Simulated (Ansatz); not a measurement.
# Al3Ni2: the cost of one run

Program: Ansatz 0.2.0. Level of theory: DFT PBEsol, scalar-relativistic, plane waves, PAW. These are calculated values, not measurements.

2 further runs of the same task are left out: 2 set aside as unsound or not needed.

## Step 1: The structure to begin with

It takes space group P-3m1 (No. 164, trigonal). The conventional cell has a = 4.003 Å, b = 4.003 Å, c = 4.859 Å, α = 90.00°, β = 90.00°, γ = 120.00°. Around Al (site symmetry -3m) lie 6 Ni at 2.42 Å. Al (site symmetry 3m) is surrounded by 5 Ni at 2.42 to 2.52 Å and 3 Al at 2.72 Å. Ni (site symmetry 3m) is surrounded by 8 Al at 2.42 to 2.52 Å and 3 Ni at 2.71 Å.

Coordinates:

```cif
data_structure
_symmetry_space_group_name_H-M 'P-3m1'
_symmetry_Int_Tables_number 164
_cell_length_a 4.0031
_cell_length_b 4.0031
_cell_length_c 4.8595
_cell_angle_alpha 90.000
_cell_angle_beta 90.000
_cell_angle_gamma 120.000
_cell_volume 67.44
loop_
_atom_site_label
_atom_site_type_symbol
_atom_site_symmetry_multiplicity
_atom_site_Wyckoff_symbol
_atom_site_fract_x
_atom_site_fract_y
_atom_site_fract_z
_atom_site_occupancy
Al1 Al 1 a 0.00000 0.00000 0.00000 1
Al2 Al 2 d 0.33333 0.66667 0.64778 1
Ni1 Ni 2 d 0.33333 0.66667 0.14557 1
```

It goes back to an entry of the Materials Project, which need not be the stable form.

This cell was relaxed beforehand with the same method: volume 13.49 Å³/atom, gap on the mesh none (metal).

The unstrained cell was computed beforehand with the same settings: E(σ→0) = -13186.6970 eV for 5 atoms, gap none (metal).

## Step 2: At +1.0 %

Input file input.yaml:

```yaml
crystal:
  lattice:
    - [4.0031396444, 0.0, 0.0]
    - [-2.0015698222, 3.4668206269, 0.0]
    - [0.0485946461, 0.0, 4.8594646131]
  atoms:
    - { symbol: Al, position: [0.0, 0.0, 0.0] }
    - { symbol: Al, position: [0.3333333333, 0.6666666667, 0.647782906] }
    - { symbol: Al, position: [0.6666666667, 0.3333333333, 0.352217094] }
    - { symbol: Ni, position: [0.3333333333, 0.6666666667, 0.1455709066] }
    - { symbol: Ni, position: [0.6666666667, 0.3333333333, 0.8544290934] }
basis:
  ecutwfc: 420
kpoints:
  mp_grid: { grid: [12, 12, 8] }
hamiltonian:
  xc: pbesol
scf:
  occupations: { method: gaussian, width: 0.1 }
output:
  forces: true
  stress: true
  eigenvalues: true
relax:
  adjacent_minimum: "off"
  f_tol: 0.008
  max_steps: 40
```

On the command line:

```console
ansatz run input.yaml --threads 1 --pin off --max-ram 2560MiB --backend cpu --events-out ev --progress --plain --runs-dir out
```

What time and memory should one allow on 1 thread of Intel Xeon Platinum 8259CL at 2.50GHz (Skylake/Cascade Lake), shared host?

About 2.4 min, with a peak of 1 GiB.
